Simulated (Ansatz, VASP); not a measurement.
# Two plane-wave programs on TiO2

```xyz
6
Lattice="-1.8913 1.8913 4.8075 1.8913 -1.8913 4.8075 1.8913 1.8913 -4.8075" Properties=species:S:1:pos:R:3 pbc="T T T"
Ti    0.0000    0.0000    0.0000
Ti    0.0000    1.8913    2.4038
O     0.0000    1.8913    4.3955
O     0.0000    0.0000    1.9918
O     0.0000    1.8913    0.4120
O     0.0000    0.0000    7.6233
```

The cell is a database's computed one.

Alike in both runs: task relaxation of cell and atoms; functional PBE; k mesh 6 × 6 × 6; occupations gaussian, width 0.1 eV; no spin polarisation.

```csv
,VASP,Ansatz
version,VASP 6.6.1,Ansatz 0.2.0
potentials or method,"VASP PAW PBE potentials, release 64 (Ti_sv, O)","scalar-relativistic, plane waves, PAW"
plane-wave cutoff (eV),600,420
valence electrons in the cell,48,48
```

```csv
,VASP,Ansatz,Ansatz less VASP
"gap on the k mesh at the Fermi level, each at its own relaxed structure (eV)",2.13,2.17,+0.045
relaxed volume (Å³/atom),11.67,11.65,-0.021
relaxed cell length with the largest relative difference (Å),5.533,5.538,+0.0050
energy change over the relaxation (meV/atom),-3,-2,+0.5
```

A k mesh can miss the band edges. PBE gaps usually lie below the measured ones, often by a third to a half.
